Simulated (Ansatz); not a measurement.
# Band edges of SrCl2 (Fm-3m)

```xyz
3
Lattice="0.0000 3.4553 3.4553 3.4553 0.0000 3.4553 3.4553 3.4553 0.0000" Properties=species:S:1:pos:R:3 pbc="T T T"
Sr    0.0000    0.0000    0.0000
Cl    1.7277    1.7277    1.7277
Cl    5.1830    5.1830    5.1830
```

Unless marked otherwise, the numbers come from PBEsol, all-electron LAPW in Ansatz 0.2.0, with spin-orbit coupling. k mesh 6×6×6, fixed occupations, basis error target 1 meV/atom. The cell was relaxed by PAW under this functional.

Extrema are searched on a 6×6×6 mesh and refined by Newton steps; masses come from band slopes 0.005 Å⁻¹ away, 1/m* = (1/ħ²) d²E/dk², negative for holes (the finite step makes the lightest masses up to about 3 % heavy). k is in units of the reciprocal vectors.

(1) Where are the band edges, and is the gap direct?

(2) What are the electron masses at the edge?

(3) What are the hole masses at the edge?

(4) What electronic dielectric constant and refractive index follow from the same bands (independent particles)?

(5) What gap does PAW give in the same cell?

(6) What does spin-orbit coupling change?

## Answers

(1) The valence maximum lies at X (0.000, -0.500, -0.500) and the conduction minimum at Gamma (0.000, 0.000, 0.000), so the Kohn-Sham gap of 5.249 eV is indirect; the least direct gap on the mesh is 5.342 eV. A further conduction extremum at X (0.000, -0.500, -0.500) lies 0.094 eV from the edge (3 equivalent points).

(2) The principal masses are 0.373, 0.373, 0.373 mₑ. One valley has a density-of-states mass (m₁m₂m₃)^(1/3) = 0.373; the direction-averaged conductivity mass 3/Σ(1/mᵢ) is 0.373 mₑ.

(3) The principal masses are 0.411, 3.74, 3.74 mₑ. One valley has a density-of-states mass (m₁m₂m₃)^(1/3) = 1.79; 3 valleys give N^(2/3) times that, 3.72; the direction-averaged conductivity mass 3/Σ(1/mᵢ) is 1.01 mₑ.

(4) ε∞ = (3.33, 3.33, 3.33), so n ≈ √ε∞ = 1.83 (mean over directions) well under the gap and the normal reflectivity is ((n − 1)/(n + 1))² = 0.085. Local fields, left out here, lower ε∞ by several per cent.

(5) 5.248 eV, -1 meV from the LAPW value.

(6) The gap goes from 5.249 to 5.249 eV. The valence levels at the maximum lie at 0.000, -0.387, -0.471 eV (pairs).

Known limits: semilocal gaps are low, and what follows the gap (onsets, screening, light masses) shifts with it; other valleys lie close above the edge, and their spacing can be off by tenths of an eV; the frozen-core PAW files of the compared runs were fitted under PBE, their cores solved anew for this functional.
